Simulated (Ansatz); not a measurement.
# TaC: a Ta atom hops into a vacancy

One Ta atom is taken out of a 2×2×2 supercell of TaC. How high is the barrier for its neighbour Ta1, 3.13 Å away, to move into the hole? The program relaxes both ends, then the band.

The COD entry's cell or inner coordinates are ideal or old and differ from later refinements, so a difference from it is no clean test against experiment.

All numbers below are computed with Ansatz 0.2.0 (DFT PBE, plane waves, PAW, scalar-relativistic, no spin polarisation).

## (1) The starting structure

The cell holds 15 atoms (C8Ta7): a = 6.261 Å, b = 6.261 Å, c = 6.261 Å, α = 60.00°, β = 60.00°, γ = 60.00°.

The empty site lies at (0.01, -2.23, -2.22) Å, and Ta1 starts at (0.03, -0.01, -0.01) Å. All atoms were shaken by about 0.02 Å to break the symmetry.

Structure file:

```xyz
15
Lattice="0.0000 4.4274 4.4274 4.4274 0.0000 4.4274 4.4274 4.4274 0.0000" Properties=species:S:1:pos:R:3 pbc="T T T"
Ta    0.0310   -0.0126   -0.0123
C     2.2239    2.2649    2.2211
Ta    2.2333    2.2018   -0.0193
C     4.4158    4.4464    2.1880
Ta    2.2190   -0.0174    2.2359
C     4.4274    2.1836    4.4938
Ta    4.4223    2.1796    2.2029
C     6.6340    4.4096    4.4464
C     2.2202    4.4049    4.4321
Ta    2.1968    4.4245    2.1846
C     4.4146    6.6513    4.4212
Ta    2.2317    2.2262    4.4341
C     4.4267    4.4354    6.6571
Ta    4.4396    4.3990    4.4114
C     6.6345    6.6169    6.6288
```

## (2) Nudged elastic band

crystal.atoms is the first end and neb.final_atoms the second, which differs in Ta1 alone.

The input, input.yaml:

```yaml
crystal:
  lattice:
    - [0.0, 4.42736, 4.42736]
    - [4.42736, 0.0, 4.42736]
    - [4.42736, 4.42736, 0.0]
  atoms:
    - { symbol: Ta, position: [-0.0063048, 0.00353392, 0.0034695] }
    - { symbol: C, position: [0.25547347, 0.24620336, 0.25610618] }
    - { symbol: Ta, position: [-0.00573737, 0.00137551, 0.50306287] }
    - { symbol: C, position: [0.25055876, 0.24363154, 0.7537464] }
    - { symbol: Ta, position: [-5.701e-05, 0.50507155, -0.00387853] }
    - { symbol: C, position: [0.25410171, 0.76090544, 0.23910345] }
    - { symbol: Ta, position: [-0.00449113, 0.50206276, 0.49678558] }
    - { symbol: C, position: [0.25094374, 0.75335808, 0.74505152] }
    - { symbol: C, position: [0.74726061, 0.25380665, 0.24765596] }
    - { symbol: Ta, position: [0.49830603, -0.00487617, 0.50105675] }
    - { symbol: C, position: [0.75190465, 0.24671454, 0.75041066] }
    - { symbol: Ta, position: [0.50014257, 0.50138866, 0.00268888] }
    - { symbol: C, position: [0.75279241, 0.75082972, 0.24901266] }
    - { symbol: Ta, position: [0.49361402, 0.50279174, 0.49997271] }
    - { symbol: C, position: [0.74663199, 0.75060001, 0.7479203] }
kpoints:
  mp_grid: { grid: [3, 3, 3] }
magnetization:
  spin_polarized: false
scf:
  occupations: { method: fermi_dirac, width: 0.1 }
hamiltonian:
  pseudopotentials: { kind: paw }
  xc: pbe
basis:
  ecutwfc: 420
neb:
  images: 3
  relax_end_points: true
  climbing: true
  f_tol: 0.1
  max_iterations: 40
  order_check: false
  final_atoms:
    - { symbol: Ta, position: [-0.5038343, 0.00271841, 6.725e-05] }
    - { symbol: C, position: [0.25547347, 0.24620336, 0.25610618] }
    - { symbol: Ta, position: [-0.00573737, 0.00137551, 0.50306287] }
    - { symbol: C, position: [0.25055876, 0.24363154, 0.7537464] }
    - { symbol: Ta, position: [-5.701e-05, 0.50507155, -0.00387853] }
    - { symbol: C, position: [0.25410171, 0.76090544, 0.23910345] }
    - { symbol: Ta, position: [-0.00449113, 0.50206276, 0.49678558] }
    - { symbol: C, position: [0.25094374, 0.75335808, 0.74505152] }
    - { symbol: C, position: [0.74726061, 0.25380665, 0.24765596] }
    - { symbol: Ta, position: [0.49830603, -0.00487617, 0.50105675] }
    - { symbol: C, position: [0.75190465, 0.24671454, 0.75041066] }
    - { symbol: Ta, position: [0.50014257, 0.50138866, 0.00268888] }
    - { symbol: C, position: [0.75279241, 0.75082972, 0.24901266] }
    - { symbol: Ta, position: [0.49361402, 0.50279174, 0.49997271] }
    - { symbol: C, position: [0.74663199, 0.75060001, 0.7479203] }
```

Command:

```sh
$ ansatz run input.yaml --threads 4 --pin off --max-ram 8192MiB --backend cpu --events-out ev --progress --plain --runs-dir out
```

What it wrote, cut to the lines that bear on the results:

```text
Warning: neb: disabling space-group detection — the band's intermediate images generally break the endpoint symmetry, so no spatial operation reduces the k-mesh or symmetrises the density, except that a semilocal band can use its path's symmetry ahead of convergence; time reversal is [...]
Warning: RAYON_NUM_THREADS=4 ignored (pool sized by the plan → 4); use --threads N
[...]
Pseudopotentials: kind: paw
Pseudopotential: Ta, paw, valence charge 13, recommended cutoff 420 eV (normal), Ta.paw.azcp
Pseudopotential: C, paw, valence charge 4, recommended cutoff 420 eV (normal), C.paw.azcp
Functional definition: PBE
[...]
parallel-image band execution: 3 concurrent image workers
NEB image 0
Crystal: 15 atoms, lattice volume = 173.566 Å³
Basis set: ecut = 420 eV, 3383 PW (Γ), exchange–correlation on 90×90×90 points (8 copies of the dense FFT grid, shifted against one another)
Bands: 77, of which v1, the nominal top of the filled ones, is band 62 counted from 1 (61 counted from 0)
Symmetry: 1 space group operations
k-points: 14 of 27 (time reversal used)
[...]
SCF iter   1: F=—  HF=-71538.378039 eV  |F-HF|=—  |Δ(HF+E_count)|=         —  Δρ=4.67e-3  dr2=5.11e-2  ethr=1.77e-3  ⟨swp⟩=6.9  Hψ=4127  notcnv=0  defer=17
[...]
NSCF: frozen V_eff on 14 k-points
NEB image 4
[...]
NSCF: frozen V_eff on 14 k-points
NEB end point (image 0): max|allowed force component| = 1.087e0 eV/Å (the criterion of neb.relax_end_points is 2.000e-2)
NEB end point (image 4): max|allowed force component| = 1.189e0 eV/Å (the criterion of neb.relax_end_points is 2.000e-2)
NEB image 0, for its relaxation
[...]
NEB image 0, for its relaxation
[...]
NEB image 0, for its relaxation
[...]
NEB image 0
[...]
NSCF: frozen V_eff on 14 k-points
NEB end point (image 0): relaxed in 16 SCF iterations, 0.202085 eV lower, largest move of an atom 0.090 Å; not tested for a saddle point
NEB image 4, for its relaxation
[...]
NEB image 4, for its relaxation
[...]
SCF iter   4: F=—  HF=-71538.496133 eV  |F-HF|=—  |Δ(HF+E_count)|=   5.06e-5  Δρ=1.23e-4  dr2=3.56e-5  ethr=4.77e-7  ⟨swp⟩=2.2  Hψ=1498  notcnv=0  defer=30
```

## (3) The output, continued

Output, continued, cut to the lines that bear on the results:

```text
SCF iter   5: F=—  HF=-71538.496305 eV  |F-HF|=—  |Δ(HF+E_count)|=   1.73e-4  Δρ=2.79e-5  dr2=1.93e-6  ethr=2.90e-8  ⟨swp⟩=2.1  Hψ=1561  notcnv=0  defer=31
[...]
NEB image 4, for its relaxation
[...]
NEB image 4, for its relaxation
[...]
NEB image 4
[...]
NSCF: frozen V_eff on 14 k-points
NEB end point (image 4): relaxed in 20 SCF iterations, 0.202077 eV lower, largest move of an atom 0.079 Å; not tested for a saddle point
NEB image 1
[...]
NEB image 2
[...]
NEB image 3
[...]
NEB iter   1: max|band force component| = 1.271e1 eV/Å  barrier→ = 14.0203 eV  barrier← = 14.0203 eV  Δτ_max = 0.1939 Å  (45 SCF iters)
[...]
NEB iter   2: max|band force component| = 5.204e0 eV/Å  barrier→ = 8.2881 eV  barrier← = 8.2882 eV  Δτ_max = 0.1075 Å  (28 SCF iters)
NEB image 1
[...]
SCF iter   4: F=—  HF=-71535.869503 eV  |F-HF|=—  |Δ(HF+E_count)|=   7.50e-4  Δρ=3.02e-4  dr2=1.44e-4  ethr=4.93e-6  ⟨swp⟩=2.0  Hψ=1496  notcnv=0
```

## (4) More of the same log

The log, continued, cut to the lines that bear on the results:

```text
SCF iter   5: F=—  HF=-71535.869519 eV  |F-HF|=—  |Δ(HF+E_count)|=   1.57e-5  Δρ=1.02e-4  dr2=2.05e-5  ethr=1.17e-7  ⟨swp⟩=2.0  Hψ=1765  notcnv=0
[...]
NEB image 2
[...]
NEB image 3
[...]
NEB iter   3: max|band force component| = 1.457e0 eV/Å  barrier→ = 6.7272 eV  barrier← = 6.7272 eV  Δτ_max = 0.0412 Å  (25 SCF iters)
[...]
NEB iter   5: max|band force component| = 1.011e-1 eV/Å  barrier→ = 6.5451 eV  barrier← = 6.5452 eV  CI = image 2  Δτ_max = 0.0103 Å  (18 SCF iters)
[...]
NEB iter   6: max|band force component| = 1.655e-2 eV/Å  barrier→ = 6.5427 eV  barrier← = 6.5427 eV  CI = image 2  Δτ_max = 0.0000 Å  (15 SCF iters)
SCF converged after 5 iterations
Free energy (F): -71532.028523 eV
[...]
E sigma→0 (E₀):  -71531.942342 eV
Entropy (-TS):   -0.172363 eV (-11.491 meV/atom)
Fermi energy:    17.274833 eV
[...]
--- Forces (eV/Å), atoms counted from 1 ---
[...]
    - { symbol: Ta, position: [0.015880464184805182, 0.47315862871087533, -0.006240752876863959] }
    - { symbol: C, position: [0.2490928185930254, 0.7505516760901809, 0.24994289272190323] }
    - { symbol: Ta, position: [0.012527291419201447, 0.501136740059561, 0.49936412878256314] }
    - { symbol: C, position: [0.22083673114951213, 0.7648105137762664, 0.7630421555257583] }
    - { symbol: C, position: [0.7481927080435675, 0.2374571832609873, 0.23568963471360715] }
    - { symbol: Ta, position: [0.4823025739116609, 0.006737675312628533, 0.5273380566586914] }
    - { symbol: C, position: [0.7490929240726608, 0.30739976094902477, 0.6930969583683824] }
    - { symbol: Ta, position: [0.48230367781253813, 0.5290990215055525, 0.004974087599716515] }
    - { symbol: C, position: [0.7490870396780444, 0.6948684353923361, 0.30563418602484893] }
    - { symbol: Ta, position: [0.48565255313887734, 0.5011336016460158, 0.49936794747939334] }
    - { symbol: C, position: [0.749990391889177, 0.7648124324740406, 0.7630435537407994] }
```

It took 2.9 min on 4 threads of Arm Neoverse V1, shared host; peak memory 1.1 GiB.

## (5) What the band shows

The 3 inner images lie between the fixed ends 0 and 4. Energy is taken from image 0, and the path length is the program's own coordinate along the band.

```tsv
image	path (Å)	energy (eV)	Ta1 x y z (Å)	band force (eV/Å)
0	0.000	0.0000	0.00 -0.01 0.00	-
1	0.840	2.6733	0.00 -0.53 -0.52	0.017
2*	1.680	6.5427	0.00 -1.11 -1.11	0.008
3	2.519	2.6743	0.00 -1.70 -1.69	0.016
4	3.359	0.0000	0.00 -2.22 -2.21	-
```

The star marks the climbing image.

image, energy (eV) and a bar:
```
        0      0.000 
        1      2.673 ############
        2      6.543 ##############################
        3      2.674 ############
        4      0.000
```

How the highest energy settled:

```tsv
iteration	highest image above image 0 (eV)	largest band force (eV/Å)
1	14.0203	12.706
2	8.2881	5.204
3	6.7272	1.457
4	6.5586	0.263
5	6.5451	0.101
6	6.5427	0.017
```

Positions of all images (Å):

```xyz
15
Lattice="0.000 4.427 4.427 4.427 0.000 4.427 4.427 4.427 0.000" Properties=species:S:1:pos:R:3 pbc="T T T" image=0 dE=0.0000
Ta    0.003   -0.006    0.001
C     2.238    2.207    2.214
Ta    2.216    2.207    0.001
C     4.431    4.399    2.215
Ta    2.217   -0.007    2.215
C     4.430    2.207    4.407
Ta    4.430    2.207    2.214
C     6.644    4.421    4.428
C     2.217    4.420    4.428
Ta    2.217    4.421    2.214
C     4.430    6.635    4.450
Ta    2.216    2.207    4.428
C     4.430    4.443    6.642
Ta    4.430    4.421    4.428
C     6.622    6.634    6.642
15
Lattice="0.000 4.427 4.427 4.427 0.000 4.427 4.427 4.427 0.000" Properties=species:S:1:pos:R:3 pbc="T T T" image=1 dE=2.6733
Ta    0.002   -0.531   -0.524
C     2.173    2.253    2.260
Ta    2.095    2.171    0.044
C     4.430    4.415    2.204
Ta    2.095    0.037    2.179
C     4.430    2.196    4.423
Ta    4.430    2.236    2.243
C     6.721    4.380    4.388
C     2.139    4.380    4.388
Ta    2.338    4.464    2.179
C     4.430    6.458    4.558
Ta    2.338    2.171    4.472
C     4.430    4.551    6.466
Ta    4.430    4.399    4.407
C     6.686    6.680    6.688
15
Lattice="0.000 4.427 4.427 4.427 0.000 4.427 4.427 4.427 0.000" Properties=species:S:1:pos:R:3 pbc="T T T" image=2 dE=6.5427
Ta    0.002   -1.114   -1.106
C     2.095    2.271    2.279
Ta    2.067    2.157    0.051
C     4.430    4.418    2.217
Ta    2.067    0.043    2.165
C     4.430    2.209    4.426
Ta    4.430    2.266    2.274
C     6.764    4.356    4.364
C     2.095    4.356    4.364
Ta    2.365    4.470    2.165
C     4.430    6.385    4.677
Ta    2.365    2.157    4.478
C     4.430    4.670    6.393
Ta    4.430    4.361    4.369
C     6.764    6.699    6.707
15
Lattice="0.000 4.427 4.427 4.427 0.000 4.427 4.427 4.427 0.000" Properties=species:S:1:pos:R:3 pbc="T T T" image=3 dE=2.6743
Ta    0.002   -1.696   -1.688
C     2.138    2.247    2.255
Ta    2.094    2.163    0.037
C     4.429    4.431    2.220
Ta    2.094    0.029    2.171
C     4.429    2.212    4.439
Ta    4.429    2.228    2.237
C     6.686    4.375    4.383
C     2.173    4.375    4.383
Ta    2.337    4.456    2.171
C     4.429    6.504    4.605
Ta    2.337    2.163    4.464
C     4.429    4.597    6.512
Ta    4.429    4.392    4.400
C     6.720    6.675    6.683
15
Lattice="0.000 4.427 4.427 4.427 0.000 4.427 4.427 4.427 0.000" Properties=species:S:1:pos:R:3 pbc="T T T" image=4 dE=0.0000
Ta    0.002   -2.221   -2.212
C     2.215    2.207    2.215
Ta    2.215    2.207    0.001
C     4.429    4.420    2.237
Ta    2.215   -0.007    2.215
C     4.429    2.229    4.429
Ta    4.429    2.207    2.215
C     6.621    4.420    4.429
C     2.237    4.420    4.429
Ta    2.215    4.420    2.215
C     4.429    6.612    4.429
Ta    2.215    2.207    4.429
C     4.429    4.420    6.620
Ta    4.429    4.420    4.429
C     6.643    6.634    6.642
```

## (6) What came out

```
                    quantity                                                                   value
      relaxation of the ends  0.202 eV lower, moves up to 0.09 Å; 0.202 eV lower, moves up to 0.08 Å
            barrier forwards                                                                6.543 eV
           barrier backwards                                                                6.543 eV
second end relative to first                                                                0.000 eV
               highest image                                                   2 of 0 to 4, climbing
             band iterations                                                                       6
```

The top lies 6.54 eV above the first end, or 253 kT at room temperature, which at an assumed attempt frequency of 10^13 s⁻¹ means a rate near 10^-97 s⁻¹. The ends differ by 1 meV at most. The input switches the test of curvatures off, so the top was not shown to be a first-order saddle. In 15 atoms the vacancy feels its images, and neither cell size nor mesh was tested.
